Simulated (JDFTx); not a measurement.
# ZrC in JDFTx: the effect of Hubbard term

Crystal: ZrC.

```
Zr C
1.0
     0.00000    2.36500    2.36500
     2.36500    0.00000    2.36500
     2.36500    2.36500    0.00000
Zr C
1 1
Direct
  0.50000 0.50000 0.50000
  0.00000 0.00000 0.00000
```

Alike in all runs:

| Item | Value |
| --- | --- |
| Program | JDFTx 1.7.0 (patched build) |
| Task | density of states |
| Functional | PBE |
| Potentials or basis | PseudoDojo-SR-PBE-0.5-standard with smoothed tails |
| Cutoff | 1116 eV |
| Density cutoff | 8925 eV |
| k mesh | 10 × 10 × 10 |
| Occupations | fermi-dirac, width 0.05 eV |
| Spin | no spin polarisation |
| Local potential set to -Z/r beyond | 6 bohr |
| Bands | 14 |
| Density cutoff over wavefunction cutoff | 8 |
| Max SCF steps | 100 |
| SCF threshold on the energy | 1e-08 Ha |
| Solver of the electrons | scf |
| Further solve for the empty bands | yes |

| Hubbard term | pressure (GPa) |
| --- | --- |
| none | -2.8 |
| Zr d U = 1 eV | -3.0 |
| Zr d U = 2 eV | -3.0 |
| Zr d U = 3 eV | -3.0 |
| Zr d U = 4 eV | -2.7 |
| Zr d U = 6 eV | -1.4 |
| Zr d U = 8 eV | ? |

Q: What does the run with Hubbard term Zr d U = 8 eV give?

A: Pressure 2.2 GPa.

Worked out: A parabola through the other rows of the pressure, of slope 1.19 GPa per eV there, extrapolates to 0.6 GPa, against the run's 2.2. The fit is too stiff a form for this range.

Caveats: U without spin polarisation on a metal has little footing (some runs); the U is typed as a test and isn't derived for this compound (some runs).
